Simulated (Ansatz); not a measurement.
**AlN: the cell at several levels of theory, part 1 of 2**

Aim: relax AlN, 4H polytype with PBE and r2SCAN and see how far the functionals disagree on the cell. This is a trial cell built on a prototype, not taken from a measured structure, and it needn't be the compound's ground state.

Program: Ansatz 0.2.0. PAW datasets, plane waves, zero pressure. The cell comes from a prototype generator: it can be a known phase or a hypothetical one. Spin polarisation is off.

**1. Starting point**

This is the cell as the run starts from it, not yet at rest; its lengths are not the crystal's.

It is hexagonal, P6_3mc (No. 186); a = 2.925 Å, c = 9.554 Å in the conventional setting, 8.85 Å³ an atom. Near Al stand 4 N at 1.79 Å; near N stand 4 Al at 1.79 Å.

As a file:

```
CELL_PARAMETERS angstrom
2.92518 0.00000 0.00000
-1.46259 2.53328 0.00000
0.00000 0.00000 9.55364
ATOMIC_POSITIONS crystal
Al 0.00000 0.00000 0.00000
Al 0.33333 0.66667 0.25000
Al 0.00000 0.00000 0.50000
Al 0.66667 0.33333 0.75000
N 0.00000 0.00000 0.18750
N 0.33333 0.66667 0.43750
N 0.00000 0.00000 0.68750
N 0.66667 0.33333 0.93750
```

**2. PBE: cell and atoms**

input.yaml

```yaml
crystal:
  lattice:
    - [2.9251806508, 0.0, 0.0]
    - [-1.4625903254, 2.5332807543, 0.0]
    - [0.0, 0.0, 9.5536400056]
  atoms:
    - { symbol: Al, position: [0.0, 0.0, 0.0] }
    - { symbol: Al, position: [0.3333333333, 0.6666666667, 0.25] }
    - { symbol: Al, position: [0.0, 0.0, 0.5] }
    - { symbol: Al, position: [0.6666666667, 0.3333333333, 0.75] }
    - { symbol: "N", position: [0.0, 0.0, 0.1875] }
    - { symbol: "N", position: [0.3333333333, 0.6666666667, 0.4375] }
    - { symbol: "N", position: [0.0, 0.0, 0.6875] }
    - { symbol: "N", position: [0.6666666667, 0.3333333333, 0.9375] }
kpoints:
  mp_grid: { grid: [12, 12, 4] }
hamiltonian:
  xc: pbe
scf:
  occupations: { method: fermi_dirac, width: 0.02 }
relax:
  f_tol: 0.005
  cell: {}
```

On the command line:

```console
ansatz run input.yaml --threads 2 --pin off --max-ram 20275MiB --backend cpu --events-out ev --progress --plain --runs-dir out
```

Standard output:

```text
Engine: ansatz 0.2.0, x86_64-unknown-linux-gnu
Pseudopotentials: kind: paw
Pseudopotential: Al, paw, valence charge 3, recommended cutoff 420 eV (normal), Al.paw.azcp
Pseudopotential: N, paw, valence charge 5, recommended cutoff 420 eV (normal), N.paw.azcp
Functional definition: PBE
  parameter kappa = 0.804
  parameter beta = 0.06672455060314922
  exchange = pbe_x(kappa = kappa, mu = beta*pi^2/3)
  correlation = pbe_c(beta = beta)
Crystal: 8 atoms, lattice volume = 70.795 Å³
Basis set: ecut = 420 eV, 1387 PW (Γ), exchange–correlation on 40×40×128 points (8 copies of the dense FFT grid, shifted against one another)
Bands: 24, of which v1, the nominal top of the filled ones, is band 16 counted from 1 (15 counted from 0)
Symmetry: 12 space group operations
Space group: P63mc (ITA 186), of the structure as read, at distance tolerance 4.1e-5 Å
k-points: 57 of 576 (time reversal used)
Non-local potential: Al, projectors of the file, l = 0: 2, l = 1: 2, l = 2: 1
Non-local potential: N, projectors of the file, l = 0: 2, l = 1: 2, l = 2: 1
PAW form: soft (Blöchl's): semilocal exchange-correlation on the pseudo side does not see the compensation charge
PAW one-centre angular grid: Al, 110 points (default); XC on 64 Gauss nodes
PAW one-centre angular grid: N, 110 points (default); XC on 64 Gauss nodes
Initial density: superposition of atomic densities (neutral atoms: chi_scale 0, normalization atom), corrected by the library's trained network
Initial wavefunctions: pseudopotential atomic-orbital guess
Functional: x = pbe(κ = 0.804, μ = 0.2195149727645171), c = pbe(β = 0.06672455060314922)
SCF iter   1: F=—  HF=-3694.911573 eV  |F-HF|=—  |Δ(HF+E_count)|=         —  Δρ=2.01e-3  dr2=2.52e-3  ethr=1.77e-3  ⟨swp⟩=7.6  Hψ=8125  notcnv=0  defer=2
preconditioner: auto → none  [insulator: Δε(μ)=4.241 eV  Ē_g=14.459 eV  σ=0.020 eV  W_gap=1.00  n_scr=6 (ndim 8)  ℏωp=25.0 eV  f_vac=0.000  D(μ)=0.00/eV (n_scr^D=0)  ε∞_Penn≈4.0]
SCF iter   2: F=—  HF=-3694.910493 eV  |F-HF|=—  |Δ(HF+E_count)|=   1.08e-3  Δρ=7.16e-4  dr2=1.60e-4  ethr=7.87e-6  ⟨swp⟩=2.2  Hψ=2824  notcnv=0  defer=156
SCF iter   3: F=—  HF=-3694.910624 eV  |F-HF|=—  |Δ(HF+E_count)|=   1.31e-4  Δρ=2.38e-4  dr2=1.51e-5  ethr=4.99e-7  ⟨swp⟩=2.1  Hψ=2086  notcnv=0  defer=156
SCF iter   4: F=—  HF=-3694.911627 eV  |F-HF|=—  |Δ(HF+E_count)|=   1.00e-3  Δρ=3.02e-5  dr2=1.55e-6  ethr=4.70e-8  ⟨swp⟩=2.0  Hψ=2069  notcnv=0  defer=156
iter 5 did not close the SCF: its close was put off for the readings that it lacked (scf_convergence_deferred on its scf_iter line)
SCF iter   5: F=-3694.911626 eV  HF=-3694.911626 eV  |F-HF|=2.71e-8  |Δ(HF+E_count)|=   3.83e-7  Δρ=1.23e-5  dr2=5.18e-8  ethr=4.84e-9  ⟨swp⟩=2.0  Hψ=1819  notcnv=0  defer=156
SCF iter   6: F=-3694.911626 eV  HF=-3694.911626 eV  |F-HF|=4.00e-11  |Δ(HF+E_count)|=   3.63e-8  Δρ=1.55e-6  dr2=9.18e-10  ethr=1.62e-10  ⟨swp⟩=1.9  Hψ=4229  notcnv=0
SCF 1 converged in 6 iterations: F = -3694.911626 eV  dr2 = 9.18e-10
relax step   1: F+E_penalty+E_count = -3694.91162639 eV  Δ(F+E_penalty+E_count) = +0.000e0 eV  max|allowed force component| = 3.515e-1 eV/Å  Δτ_max = 0.0000 Å  P = +51.550 GPa  Ω = 70.795 Å³  (6 SCF iters, dr2 threshold 1.00e-7 eV, accepted)
Crystal: 8 atoms, lattice volume = 76.751 Å³
Basis set: ecut = 420 eV, 1425 PW (Γ), exchange–correlation on 40×40×128 points (8 copies of the dense FFT grid, shifted against one another)
Initial density: handed on by an earlier stage of this run
Initial wavefunctions: those handed on with the density
iter 1 solved again at ethr=1.33e-3 eV; its pass at ethr=3.10e-3 eV (dr2=4.25e-1 eV) is discarded
SCF iter   1: F=—  HF=-3696.413923 eV  |F-HF|=—  |Δ(HF+E_count)|=         —  Δρ=2.25e-2  dr2=4.26e-1  ethr=1.33e-3  ⟨swp⟩=1.4  Hψ=8077  notcnv=0
preconditioner: auto → none  [insulator: Δε(μ)=3.888 eV  Ē_g=13.698 eV  σ=0.020 eV  W_gap=1.00  n_scr=6 (ndim 8)  ℏωp=24.0 eV  f_vac=0.000  D(μ)=0.00/eV (n_scr^D=0)  ε∞_Penn≈4.1]
SCF iter   2: F=—  HF=-3696.286241 eV  |F-HF|=—  |Δ(HF+E_count)|=   1.28e-1  Δρ=3.83e-3  dr2=1.21e-2  ethr=1.33e-3  ⟨swp⟩=2.4  Hψ=2438  notcnv=0
SCF iter   3: F=—  HF=-3696.282378 eV  |F-HF|=—  |Δ(HF+E_count)|=   3.86e-3  Δρ=1.39e-3  dr2=9.46e-4  ethr=3.79e-5  ⟨swp⟩=3.0  Hψ=2600  notcnv=0  defer=12
SCF iter   4: F=—  HF=-3696.282176 eV  |F-HF|=—  |Δ(HF+E_count)|=   2.01e-4  Δρ=8.23e-5  dr2=2.39e-6  ethr=2.96e-6  ⟨swp⟩=2.4  Hψ=2309  notcnv=0  defer=12
SCF iter   5: F=—  HF=-3696.283041 eV  |F-HF|=—  |Δ(HF+E_count)|=   8.65e-4  Δρ=1.68e-5  dr2=2.51e-7  ethr=2.50e-9  ⟨swp⟩=2.0  Hψ=4778  notcnv=0
SCF iter   6: F=-3696.283041 eV  HF=-3696.283041 eV  |F-HF|=7.66e-8  |Δ(HF+E_count)|=   2.09e-8  Δρ=6.59e-6  dr2=9.74e-8  ethr=7.83e-10  ⟨swp⟩=2.0  Hψ=4470  notcnv=0
SCF 2 converged in 6 iterations: F = -3696.283041 eV  dr2 = 9.74e-8
relax step   2: F+E_penalty+E_count = -3696.28304125 eV  Δ(F+E_penalty+E_count) = -1.371e0 eV  max|allowed force component| = 1.951e-1 eV/Å  Δτ_max = 0.0063 Å  P = +24.352 GPa  Ω = 76.751 Å³  energy of the carried Pulay correction = -1.893e-2 eV  (6 SCF iters, dr2 threshold 8.00e-7 eV, accepted)
Crystal: 8 atoms, lattice volume = 83.000 Å³
Basis set: ecut = 420 eV, 1593 PW (Γ), exchange–correlation on 40×40×128 points (8 copies of the dense FFT grid, shifted against one another)
iter 1 solved again at ethr=1.15e-3 eV; its pass at ethr=3.10e-3 eV (dr2=3.68e-1 eV) is discarded
SCF iter   1: F=—  HF=-3696.905354 eV  |F-HF|=—  |Δ(HF+E_count)|=         —  Δρ=1.98e-2  dr2=3.70e-1  ethr=1.15e-3  ⟨swp⟩=1.4  Hψ=7987  notcnv=0
preconditioner: auto → none  [insulator: Δε(μ)=3.799 eV  Ē_g=13.095 eV  σ=0.020 eV  W_gap=1.00  n_scr=6 (ndim 8)  ℏωp=23.1 eV  f_vac=0.000  D(μ)=0.00/eV (n_scr^D=0)  ε∞_Penn≈4.1]
SCF iter   2: F=—  HF=-3696.799092 eV  |F-HF|=—  |Δ(HF+E_count)|=   1.06e-1  Δρ=3.28e-3  dr2=1.01e-2  ethr=1.15e-3  ⟨swp⟩=2.2  Hψ=2458  notcnv=0
SCF iter   3: F=—  HF=-3696.796565 eV  |F-HF|=—  |Δ(HF+E_count)|=   2.53e-3  Δρ=1.24e-3  dr2=8.79e-4  ethr=3.14e-5  ⟨swp⟩=3.0  Hψ=2624  notcnv=0
SCF iter   4: F=—  HF=-3696.796477 eV  |F-HF|=—  |Δ(HF+E_count)|=   8.82e-5  Δρ=6.74e-5  dr2=1.98e-6  ethr=2.75e-6  ⟨swp⟩=2.2  Hψ=2293  notcnv=0
SCF iter   5: F=—  HF=-3696.797088 eV  |F-HF|=—  |Δ(HF+E_count)|=   6.12e-4  Δρ=2.24e-5  dr2=8.57e-7  ethr=6.20e-9  ⟨swp⟩=2.0  Hψ=2280  notcnv=0
SCF iter   6: F=-3696.797088 eV  HF=-3696.797088 eV  |F-HF|=3.93e-8  |Δ(HF+E_count)|=   1.81e-7  Δρ=8.21e-6  dr2=8.21e-8  ethr=2.50e-9  ⟨swp⟩=4.0  Hψ=4004  notcnv=0
SCF 3 converged in 6 iterations: F = -3696.797088 eV  dr2 = 8.21e-8
relax step   3: F+E_penalty+E_count = -3696.79708817 eV  Δ(F+E_penalty+E_count) = -5.140e-1 eV  max|allowed force component| = 2.865e-2 eV/Å  Δτ_max = 0.0050 Å  P = +3.992 GPa  Ω = 83.000 Å³  energy of the carried Pulay correction = -3.723e-2 eV  (6 SCF iters, dr2 threshold 8.00e-7 eV, accepted)
[... from here on, the SCF cycles and remarks between the steps are left out ...]
relax step   4: F+E_penalty+E_count = -3696.81179230 eV  Δ(F+E_penalty+E_count) = -1.470e-2 eV  max|allowed force component| = 5.485e-3 eV/Å  Δτ_max = 0.0008 Å  P = +0.428 GPa  Ω = 84.347 Å³  energy of the carried Pulay correction = -4.098e-2 eV  (6 SCF iters, dr2 threshold 8.00e-7 eV, accepted)
relax step   5: F+E_penalty+E_count = -3696.81155583 eV  Δ(F+E_penalty+E_count) = +2.365e-4 eV  max|allowed force component| = 4.868e-4 eV/Å  Δτ_max = 0.0002 Å  P = +0.001 GPa  Ω = 84.515 Å³  energy of the carried Pulay correction = -4.144e-2 eV  (6 SCF iters, dr2 threshold 4.94e-7 eV, accepted)
relax step   6: F+E_penalty+E_count = -3696.92179528 eV  Δ(F+E_penalty+E_count) = -1.102e-1 eV  max|allowed force component| = 2.511e-3 eV/Å  Δτ_max = 0.0000 Å  P = +1.783 GPa  Ω = 84.515 Å³  stress off target by 1.83e0 GPa  SCF on the basis re-selected at this cell (its energy is not comparable with the rows above)  (6 SCF iters)
relax step   7: F+E_penalty+E_count = -3696.92369329 eV  Δ(F+E_penalty+E_count) = -1.898e-3 eV  max|allowed force component| = 8.189e-3 eV/Å  Δτ_max = 0.0003 Å  P = +0.096 GPa  Ω = 85.237 Å³  energy of the carried Pulay correction = -2.308e-3 eV  (6 SCF iters, dr2 threshold 8.00e-7 eV, accepted)
relax step   8: F+E_penalty+E_count = -3696.92355292 eV  Δ(F+E_penalty+E_count) = +1.404e-4 eV  max|allowed force component| = 2.091e-2 eV/Å  Δτ_max = 0.0010 Å  P = +0.005 GPa  Ω = 85.277 Å³  energy of the carried Pulay correction = -2.442e-3 eV  (6 SCF iters, dr2 threshold 6.83e-8 eV, rejected (line search))
relax step   9: F+E_penalty+E_count = -3696.92361411 eV  Δ(F+E_penalty+E_count) = +7.917e-5 eV  max|allowed force component| = 1.426e-3 eV/Å  Δτ_max = 0.0002 Å  P = +0.028 GPa  Ω = 85.267 Å³  energy of the carried Pulay correction = -2.407e-3 eV  (6 SCF iters, accepted)
relax step  10: F+E_penalty+E_count = -3696.92357517 eV  Δ(F+E_penalty+E_count) = +3.894e-5 eV  max|allowed force component| = 8.028e-5 eV/Å  Δτ_max = 0.0001 Å  P = +0.000 GPa  Ω = 85.279 Å³  energy of the carried Pulay correction = -2.448e-3 eV  (6 SCF iters, dr2 threshold 8.25e-9 eV, accepted)
iter 1 solved again at ethr=2.94e-8 eV; its pass at ethr=3.10e-3 eV (dr2=9.40e-6 eV) is discarded
SCF iter   1: F=—  HF=-3696.926641 eV  |F-HF|=—  |Δ(HF+E_count)|=         —  Δρ=5.57e-5  dr2=4.13e-7  ethr=2.94e-8  ⟨swp⟩=3.0  Hψ=11894  notcnv=0
SCF iter   2: F=—  HF=-3696.926136 eV  |F-HF|=—  |Δ(HF+E_count)|=   5.04e-4  Δρ=2.60e-5  dr2=7.89e-8  ethr=1.29e-9  ⟨swp⟩=2.0  Hψ=2280  notcnv=0
SCF iter   3: F=—  HF=-3696.926136 eV  |F-HF|=—  |Δ(HF+E_count)|=   3.38e-7  Δρ=7.45e-6  dr2=6.78e-9  ethr=2.46e-10  ⟨swp⟩=2.2  Hψ=2126  notcnv=0
SCF iter   4: F=—  HF=-3696.926136 eV  |F-HF|=—  |Δ(HF+E_count)|=   3.22e-8  Δρ=8.64e-7  dr2=1.03e-9  ethr=2.12e-11  ⟨swp⟩=2.0  Hψ=2280  notcnv=0
iter 5 did not close the SCF: its close was put off for the readings that it lacked (scf_convergence_deferred on its scf_iter line)
SCF iter   5: F=-3696.926136 eV  HF=-3696.926136 eV  |F-HF|=3.68e-11  |Δ(HF+E_count)|=  1.49e-10  Δρ=4.34e-7  dr2=7.23e-11  ethr=3.22e-12  ⟨swp⟩=2.0  Hψ=1946  notcnv=0
SCF iter   6: F=-3696.926136 eV  HF=-3696.926136 eV  |F-HF|=4.55e-13  |Δ(HF+E_count)|=  5.28e-11  Δρ=4.75e-8  dr2=1.16e-12  ethr=1.00e-12  ⟨swp⟩=2.8  Hψ=4013  notcnv=0
SCF 11 converged in 6 iterations: F = -3696.926136 eV  dr2 = 1.16e-12
relax step  11: F+E_penalty+E_count = -3696.92613649 eV  Δ(F+E_penalty+E_count) = -2.561e-3 eV  max|allowed force component| = 1.059e-4 eV/Å  Δτ_max = 0.0000 Å  P = +0.014 GPa  Ω = 85.279 Å³  stress off target by 1.48e-2 GPa  SCF on the basis re-selected at this cell (its energy is not comparable with the rows above)  (6 SCF iters)
basis re-selected at this cell: Δ(F+E_penalty+E_count) = -2.561e-3 eV, ΔP = +0.014 GPa vs the last step (what re-selecting the basis moved, of the pressure what is left beyond the Pulay correction that the steps carried, after the strain that the cell walked since its last selection, with what the two solves' SCF thresholds leave and, on support functions, any second-order correction that the steps lacked; it is no measure of the basis error at this ecutwfc). This SCF's stress stands 1.48e-2 GPa from its target on what of the cell is left free (relax.cell.stress_tol is 5.00e-2 GPa) and its largest allowed force component is 1.06e-4 eV/Å (relax.f_tol is 5.00e-3 eV/Å): within both
SCF converged after 6 iterations
Free energy (F): -3696.926136 eV
Harris-Foulkes:  -3696.926136 eV  (|F-HF|=4.55e-13)
Internal energy: -3696.926136 eV  (E = F + TS)
E sigma→0 (E₀):  -3696.926136 eV
Fermi energy:    8.818463 eV
--- Per-component energies (eV) ---
  E_band       = 55.255426
  E_kinetic    = 634.168163
  E_local      = -901.526114  (includes V_loc(G=0)·N_el)
  E_nonlocal   = 221.126787
  E_hartree    = 312.264832
  E_xc         = -406.321693
  E_vxc        = -430.518080  (∫ρ·V_xc dr)
  E_paw        = -2380.137463  (= ΣΔE_a)
  E_vpaw       = -92.525383  (= ΣTr[D̂ρ^β])
  E_aug_tail   = 0.000390  (compensation charges beyond the density's cutoff)
  E_ewald      = -1176.501038
  E_smearing   = -0.000000  (= −TS)
  E_closure    = 0.000000  (closes the sum)
  Σ components = -3696.926136   (vs F -3696.926136, Δ=0.00e0)
--- Forces (eV/Å), atoms counted from 1 ---
  atom   1  Al     0.00000000    -0.00000000     0.00007577
  atom   2  Al    -0.00000000    -0.00000000    -0.00000250
  atom   3  Al     0.00000000     0.00000000     0.00007577
  atom   4  Al    -0.00000000     0.00000000    -0.00000250
  atom   5  N      0.00000000     0.00000000    -0.00010228
  atom   6  N      0.00000000     0.00000000     0.00004340
  atom   7  N      0.00000000    -0.00000000    -0.00010228
  atom   8  N     -0.00000000    -0.00000000     0.00004340
  max |Σ_I F_I| component: 2.88e-5 eV/Å
--- Stress (GPa, compression-positive) ---
        0.014769       0.000000      -0.000000
        0.000000       0.014769       0.000000
       -0.000000       0.000000       0.012238
  P = ⅓ Tr σ = 0.0139 GPa (0.139 kbar)
--- Relaxed structure (9 steps of the walk, 8 accepted, 2 SCFs on fresh bases) ---
  F+E_penalty+E_count = -3696.92613649 eV   max|allowed force component| = 1.059e-4 eV/Å   (the final SCF, on the basis selected at the relaxed cell)
  cell:  # Å, volume = 85.2793 Å³
    - [3.120686765167553, -7.23517965315888e-18, 1.407230763639449e-33]
    - [-1.5603433825837765, 2.702594015888984, -8.80523096540509e-34]
    - [4.596015674044392e-33, -6.6716356558708904e-34, 10.111428779421955]
  atoms:
    - { symbol: Al, position: [6.150023821053234e-33, 5.6337787805915144e-33, -0.0012519071684033499] }
    - { symbol: Al, position: [0.33333333333333326, 0.6666666666666666, 0.24983167885807014] }
    - { symbol: Al, position: [-5.306977236826362e-33, -2.48823909595425e-33, 0.4987480928315965] }
    - { symbol: Al, position: [0.6666666666666667, 0.3333333333333333, 0.74983167885807] }
    - { symbol: N, position: [3.2591690197355554e-33, 4.9875651897899e-33, 0.188217231068074] }
    - { symbol: N, position: [0.33333333333333326, 0.6666666666666666, 0.43820299724225914] }
    - { symbol: N, position: [-4.7732909615260336e-33, -4.186133628648685e-33, 0.6882172310680741] }
    - { symbol: N, position: [0.6666666666666667, 0.3333333333333333, 0.9382029972422592] }
```

Wall time 28 s (2 threads of AMD EPYC 7R13 (Zen 3), shared host); peak memory 0.6 GiB.

Step by step:

```
step  energy change (meV/atom)  largest force (eV/Å)  pressure (GPa)  volume (Å³/atom)
   1                       0.0                0.3515           51.55             8.849
   2                    -171.4                0.1951           24.35             9.594
   3                    -235.7                0.0286            3.99            10.375
   4                    -237.5                0.0055            0.43            10.543
   5                    -237.5                0.0005            0.00            10.564
   6                    -251.3                0.0025            1.78            10.564
   7                    -251.5                0.0082            0.10            10.655
  8*                    -251.5                0.0209            0.01            10.660
   9                    -251.5                0.0014            0.03            10.658
  10                    -251.5                0.0001            0.00            10.660
  11                    -251.8                0.0001            0.01            10.660
```

A star marks a trial step that the optimiser took back.

Steps 6, 11 solve the same cell on a plane-wave basis chosen anew, so the energy can jump there without a move.

The table lists every geometry solved, with passes on a fresh basis, whose energies don't compare exactly with the rows above.

|  | before | after | change |
| --- | --- | --- | --- |
| a (Å) | 2.925 | 3.121 | +6.68 % |
| c (Å) | 9.554 | 10.111 | +5.84 % |
| volume (Å³/atom) | 8.849 | 10.660 | +20.46 % |
| shortest distance (Å) | 1.791 | 1.903 | +6.23 % |
| space group | P6_3mc | P6_3mc | same |

(Continued in part 2 of 2.)
